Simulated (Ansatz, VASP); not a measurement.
**TaN in VASP and in Ansatz**

```xyz
2
Lattice="0.0000 2.2226 2.1790 2.2226 0.0000 2.1790 2.2226 2.2226 0.0000" Properties=species:S:1:pos:R:3 pbc="T T T"
Ta    2.2226    2.2226    2.1790
N     0.0000    0.0000    0.0000
```

Change from the starting cell: equal xx and yy strain of +2 %.

Alike in both runs: task single point; functional PBE; k mesh 9 × 9 × 9; occupations fermi-dirac, width 0.02 eV; no spin polarisation.

|  | VASP | Ansatz |
| --- | --- | --- |
| version | VASP 6.6.1 | Ansatz 0.2.0 |
| potentials or method | VASP PAW PBE potentials, release 64 (Ta_pv, N), cutoff 520 eV | all-electron LAPW, scalar-relativistic |

```csv
,VASP,Ansatz,Ansatz less VASP
pressure (GPa),1.3,0.6,-0.64
largest component of the traceless stress (GPa),7.75,7.70,-0.046
```

Ansatz ran all-electron here, so the differences hold the error of VASP's frozen core and of both bases.

Spin-orbit coupling is left out, which matters for the levels of Ta.
